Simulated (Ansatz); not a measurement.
# Be: the cost of one run

All numbers are computed with Ansatz 0.2.0, driven from Python. Level of theory: DFT PBE, plane waves, PAW.

### Step 1. The system

It takes space group P4_2/mnm (No. 136, tetragonal). Conventional cell: a = 3.747 Å, b = 3.747 Å, c = 2.281 Å, α = 90.00°, β = 90.00°, γ = 90.00°. Be (site symmetry m2m) has 11 Be at 2.15 to 2.28 Å as nearest neighbours.

The script holds or builds the structure itself.

### Step 2. The code

eos_be.py

```python
# -*- coding: utf-8 -*-
import argparse

import ansatz as az
import numpy as np

parser = argparse.ArgumentParser(description="Equation of state of Be.")
parser.add_argument("--functional", required=True, help="exchange-correlation functional")
parser.add_argument("--cutoff", type=float, required=True, help="basis")
parser.add_argument("--kmesh", type=int, nargs=3, default=[6, 6, 10], help="k-point sampling")
args = parser.parse_args()

vectors0 = np.array([
    [3.746814, 0.0, 0.0],
    [0.0, 3.746814, 0.0],
    [0.0, 0.0, 2.28128],
])
sites = [
    ("Be", (0.297408, 0.297408, 0.0)),
    ("Be", (0.702592, 0.702592, 0.0)),
    ("Be", (0.202592, 0.797408, 0.5)),
    ("Be", (0.797408, 0.202592, 0.5)),
]


def on_lattice(cell):
    crystal = az.Crystal(lattice=az.Lattice.of(cell))
    for symbol, position in sites:
        crystal = crystal.atom(symbol, position)
    return crystal

volumes, energies, pressures = [], [], []
for scale in np.linspace(0.95, 1.07, 5):
    cell = vectors0 * scale ** (1 / 3)
    model = (
        on_lattice(cell).calculation()
        .functional(args.functional)
        .occupations(az.OccupationsMethod.FERMI_DIRAC, width=100 * az.meV)
        .basis(args.cutoff)
        .kpoints(*args.kmesh)
        .stress()
    )
    report = model.run().report
    volumes.append(abs(np.linalg.det(cell)) / len(sites))
    energies.append(report["free_energy_ev"] / len(sites))
    pressures.append(np.trace(report["stress_gpa"]) / 3)
    print(f"V = {volumes[-1]:8.4f} A^3/atom  F = {energies[-1]:.5f} eV/atom  P = {pressures[-1]:8.3f} GPa")

x = np.array(volumes) ** (-2 / 3)
poly = np.polynomial.Polynomial.fit(x, energies, 3).convert()
roots = poly.deriv().roots()
x0 = min((r.real for r in roots if abs(r.imag) < 1e-9 and poly.deriv(2)(r.real) > 0), key=lambda r: abs(r - x.mean()))
v0 = x0 ** -1.5
b0 = 4 / 9 * poly.deriv(2)(x0) * v0 ** (-7 / 3) * 160.21766
b1 = 4 + 2 / 3 * x0 * poly.deriv(3)(x0) / poly.deriv(2)(x0)
print(f"V0 = {v0:.4f} A^3/atom, B0 = {b0:.1f} GPa, dB/dP = {b1:.2f}")
```

### Step 3. The run

Started as:

```
python eos_be.py --functional pbe --cutoff 500.0
```

What time and memory should one allow on 1 thread of Arm Neoverse V1, shared host?

About 7.1 s, with a peak of 0.36 GiB.
